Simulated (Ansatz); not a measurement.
Ta2C:

```
CELL_PARAMETERS angstrom
3.10590 0.00000 0.00000
-1.55295 2.68979 0.00000
0.00000 0.00000 4.94640
ATOMIC_POSITIONS crystal
Ta 0.66667 0.33333 0.74799
Ta 0.33333 0.66667 0.25201
C 0.00000 0.00000 0.00000
```

| Quantity | Value |
| --- | --- |
| Program | Ansatz 0.2.0 |
| Task | relaxation of cell and atoms |
| Functional | LDA |
| Potentials or basis | Ansatz PAW |
| Cutoff | 420 eV (not typed: the program's choice for these potentials) |
| k mesh | 10 × 10 × 6 |
| Occupations | fermi-dirac, width 0.05 eV |
| Spin | no spin polarisation |
| Hubbard terms | Ta d U = 5 eV |

At the start: volume 13.77 Å³/atom.

**Question.** Where does the relaxation end?

**Answer.** It ends after 6 steps and the volume is 13.51 Å³/atom (-1.9 %); space group P-3m1 (No. 164, to 0.05 Å).

Step by step:
| step | energy change (eV) | largest force (eV/Å) | volume (Å³) |
| --- | --- | --- | --- |
| 1 | 0.0000 | 0.1636 | 41.32 |
| 2 | -0.0136 | 0.0094 | 40.75 |
| 3 | -0.0148 | 0.1058 | 40.52 |
| 4 | -0.0152 | 0.0077 | 40.53 |
| 5 | -0.0152 | 0.0003 | 40.53 |
| 6 | -0.0143 | 0.0003 | 40.53 |

Final structure:
```
CELL_PARAMETERS angstrom
3.08863 0.00000 0.00000
-1.54432 2.67484 0.00000
0.00000 0.00000 4.90554
ATOMIC_POSITIONS crystal
Ta 0.66667 0.33333 0.74560
Ta 0.33333 0.66667 0.25440
C 0.00000 0.00000 0.00000
```

Caveat: the plane-wave basis is chosen anew once the cell has moved, so the energies of steps on either side of that aren't comparable; U without spin polarisation on a metal has little footing; the PAW data sets come from PBE, with cores solved anew for the run's functional, which leaves a small shift of forces and pressure; the U is typed as a test and isn't derived for this compound.
